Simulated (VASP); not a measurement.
Write the native input for VASP 6.6.1 that does the following.

```
Task                   : relaxation of cell and atoms
Functional             : PBEsol
Potentials or basis    : VASP PAW PBE potentials, release 64 (C)
Cutoff                 : 520 eV
k mesh                 : 15 × 15 × 6
Occupations            : gaussian, width 0.02 eV
Spin                   : no spin polarisation
Further INCAR settings : ALGO = Normal; EDIFF = 1e-07; IBRION = 2; EDIFFG = -0.002; NSW = 80; ISIF = 3
```

The structure of C lies in POSCAR:

```
C
1.0
    2.4560000000      0.0000000000      0.0000000000
   -1.2280000000      2.1269583900      0.0000000000
    0.0000000000      0.0000000000      6.6960000000
C
4
Direct
    0.0000000000      0.0000000000      0.7500000000
    0.0000000000      0.0000000000      0.2500000000
    0.3333333300      0.6666666700      0.7500000000
    0.6666666700      0.3333333300      0.2500000000
```

The input as run:

INCAR

```
SYSTEM = C
PREC = Accurate ; ENCUT = 520
EDIFF = 1E-7 ; ISMEAR = 0
SIGMA = 0.02 ; LREAL = .False.
LASPH = .True. ; NELM = 100
ALGO = Normal ; ISIF = 3
LWAVE = .False. ; LCHARG = .False.
GGA = PS ; IBRION = 2
NSW = 80 ; EDIFFG = -0.002
```

KPOINTS

```
regular mesh
0
Gamma
  15 15 6
  0 0 0
```

Potentials or basis: VASP PAW PBE potentials, release 64 (C).

Run with:

```bash
$ cat potpaw_PBE.64/C/POTCAR > POTCAR
$ mpirun -np 1 vasp_std > vasp.out
```

It gave:

| Property | Result |
| --- | --- |
| Relaxed volume | 9.31 Å³/atom |
| Relaxed cell | a = 2.461 Å, b = 2.461 Å, c = 7.104 Å, α = 90.00°, β = 90.00°, γ = 120.00° |
| Space group after relaxing (to 0.05 Å) | P6_3/mmc (No. 194) |
| Energy gained by relaxing | 2.2 meV/atom |
| Ionic steps | 8 |
| Pressure after relaxing | 0.0 GPa |
| Band gap on the k mesh | none (metal or under the smearing width) |

Caveat: the PAW data sets were made with another functional, which shifts forces and pressure a little; this functional lacks dispersion, which binds the layers, so the pressure and a relaxed spacing across them are unreliable.

Wall time 95 s on 1 thread of Intel(R) Xeon(R) 6975P-C (Granite Rapids) (shared host), peak memory 0.16 GiB.
